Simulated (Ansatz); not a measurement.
BeS:

```
S Be
1.0
     0.00000    2.42500    2.42500
     2.42500    0.00000    2.42500
     2.42500    2.42500    0.00000
S Be
1 1
Cartesian
  3.6375 3.6375 3.6375
  0.0000 0.0000 0.0000
```

Base run:

| Quantity | Value |
| --- | --- |
| Program | Ansatz 0.2.0 |
| Functional | HSE06 |
| Potentials or basis | all-electron PAW datasets made for the crystal |
| Cutoff | 310 eV (chosen from the basis error) |
| k mesh | 6 × 6 × 6 |
| Occupations | fermi-dirac, width 0.05 eV |
| Spin | no spin polarisation |

Its results: band gap on the k mesh 4.06 eV, indirect (least direct gap 6.87 eV); pressure 0.2 GPa.

Task: The run is repeated on the same cell with these changes: functional from HSE06 to PBE0. What comes out?

Result: Band gap on the k mesh 4.77 eV, indirect (least direct gap 7.61 eV); pressure 0.2 GPa.

A k mesh can miss the band edges.
